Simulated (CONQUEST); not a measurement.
# Hg in CONQUEST: convergence with smearing width

Input of the first run (smearing width 0.4 eV); the others differ in this setting and in those tied to it:

Conquest_input

```
IO.Title Hg
IO.Coordinates coords.dat
IO.FractionalAtomicCoords T
IO.Iprint 2
IO.Iprint_init 1
General.NumberOfSpecies 1
General.PseudopotentialType hamann
AtomMove.TypeOfRun static
AtomMove.FullStress T
Grid.GridCutoff 120
DM.SolutionMethod diagon
Diag.MPMesh T
Diag.GammaCentred T
Diag.MPMeshX 5
Diag.MPMeshY 3
Diag.MPMeshZ 1
Diag.kT 0.01469973
minE.SCTolerance 1e-6
SC.MaxIters 100
IO.AtomChargeOutput T
SC.KerkerPreCondition T
SC.KerkerFactor 0.3
SC.LinearMixingFactor 0.3
%block ChemicalSpeciesLabel
1 200.590 Hg
%endblock
```

coords.dat

```
    6.8203488088     0.0000000000     0.0000000000
    0.0000000000    11.7984501040     0.0000000000
    0.0000000000     0.0000000000    49.6690353089
10
  0.0000000000   0.3343437980   0.2853477190 1 T T T
  0.5000000000   0.8343437980   0.2853477190 1 T T T
  0.0000000000   0.6692523300   0.3933859620 1 T T T
  0.5000000000   0.1692523300   0.3933859620 1 T T T
  0.0000000000   0.3337790650   0.4985757960 1 T T T
  0.5000000000   0.8337790650   0.4985757960 1 T T T
  0.0000000000   0.6686875970   0.6066140380 1 T T T
  0.5000000000   0.1686875970   0.6066140380 1 T T T
  0.0000000000   0.0035961280   0.7146522810 1 T T T
  0.5000000000   0.5035961280   0.7146522810 1 T T T
```

Potentials or basis: PseudoDojo NC PBEsol, SZP, grid cutoff 120 Ha.

Command:

```bash
$ OMP_NUM_THREADS=1 Conquest
```

The slab is cut from a database's or a generator's crystal, which needn't be the stable form of the element.

Hardware: 1 thread of AMD EPYC 7B13 (Zen 3) (shared host).

The values tried are 0.4 eV, 0.3 eV, 0.2 eV, 0.1 eV, 0.05 eV, 0.025 eV, 0.01 eV, 0.005 eV, loosest first. From which on does the energy stay within 1 meV/atom of the tightest run that finished?

From 0.1 eV on.

```csv
smearing width,"energy less the tightest run, at zero smearing (meV/atom)",largest force (eV/Å),gap on the mesh (eV),SCF cycles,CPU time (s),peak memory (GiB)
0.4 eV,17.09,0.134,1.511,14,55,1
0.3 eV,6.53,0.123,1.509,15,55,1
0.2 eV,1.20,0.116,1.507,15,55,1
0.1 eV,0.01,0.112,1.505,15,54,1.1
0.05 eV,0.00,0.112,1.505,15,55,1.1
0.025 eV,0.00,0.112,1.505,15,54,1
0.01 eV,0.00,0.112,1.505,15,56,1
0.005 eV,0.00,0.112,1.505,15,57,1.1
```

Against the tightest run, the largest force stays within 0.005 eV/Å from 0.2 eV on; the gap on the mesh stays within 0.01 eV from 0.4 eV on. The tightest run that finished is the yardstick and may itself not be fully converged.

Caveat, for the tightest run too: the atomic basis is small; spin-orbit coupling is left out, which moves the levels of the heavy elements; the basis of atomic orbitals isn't converged, which shifts pressures, moduli and gaps.
